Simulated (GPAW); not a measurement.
Runs of GPAW 26.7.0 on W. Symmetry: Fm-3m, No. 225, cubic system. Conventional cell: a = 4.060 Å, b = 4.060 Å, c = 4.060 Å, α = 90.00°, β = 90.00°, γ = 90.00°. W (site symmetry m-3m) has 12 W at 2.87 Å as nearest neighbours. This isn't the form of W at room conditions, which is bcc.

| task | level | potentials or basis | spin | U | cell | k mesh | symmetry | maxiter | hybrids on these orbitals | U projector left unscaled | band path | other keys | mesh quality | gap on the mesh (eV) | pressure (GPa) | moment (μB) | relaxed volume (Å³/atom) |
| --- | --- | --- | --- | --- | --- | --- | --- | --- | --- | --- | --- | --- | --- | --- | --- | --- | --- |
| one-shot levels on a semilocal density | LDA | the program's PAW data sets (release 1.2.1) made for this functional, pw | off | - | cell strained at random at fixed volume | 5 × 5 × 5 | point_group=False | 150 | ["HSE06", "HSE03", "PBE0"] | - | - | - | coarse | none | -18.7 | - | - |
| single point | OLYP+U | PAW data sets generated in the run's folder for this functional, pw | off | W d U = 3.5 eV | as given | 11 × 11 × 11 | - | 150 | - | no | - | - | not flagged | none | -5.5 | - | - |
| band structure | PBEsol+U | PAW data sets generated in the run's folder for this functional, pw | collinear, ferromagnetic start | W d U = 4.5 eV | volume scaled by 1.08 | 11 × 11 × 11 | - | 150 | - | no | GXWKGLUWLK,UX | - | not flagged | - | -23.3 | 0.38 | - |
| relaxation of cell and atoms | r2SCAN+U | GPAW PAW data sets (gpaw-data 1.2.1), pw | collinear, ferromagnetic start | W d U = 5.3 eV | relaxed | 7 × 7 × 7 | - | 75 | - | no | - | several, not listed | coarse | none | 0.0 | (a) | 17.07 |
| relaxation of cell and atoms | M06-L+D3 | GPAW PAW data sets (gpaw-data 1.2.1), pw | off | - | relaxed | 9 × 9 × 9 | - | 150 | - | - | - | - | not flagged | none | 0.0 | - | 15.94 |
| electrostatic potential | r2SCAN | GPAW PAW data sets (gpaw-data 1.2.1), pw | collinear, ferromagnetic start | - | as given | 11 × 11 × 11 | - | 150 | - | - | - | - | not flagged | none | (c) | (b) | - |

Alike in all rows: cutoff (eV) 600; smearing fermi-dirac 0.05 eV.

Task: Estimate the missing entries.

Result: (a) 0.67; (b) 0.00; (c) -8.2.

Caveats: some runs use coarse meshes; the U is typed as a test and isn't derived for this compound (some runs); the PAW data sets were made with another functional, which shifts forces and pressure a little (some runs); later steps reuse the first step's grids (some runs); one-shot exact exchange on a metal's smeared states is rough (some runs); U without spin polarisation on a metal has little footing (some runs); spin-orbit coupling is left out, which moves the levels of the heavy elements (some runs); each step starts from the last one's moments, so a moment once lost doesn't come back (some runs).

A k mesh can miss the band edges, and the runs leave out spin-orbit coupling on W.

A gap of «none» marks a metal or a gap under the smearing width.

Runs at the PBE level aren't shown here.
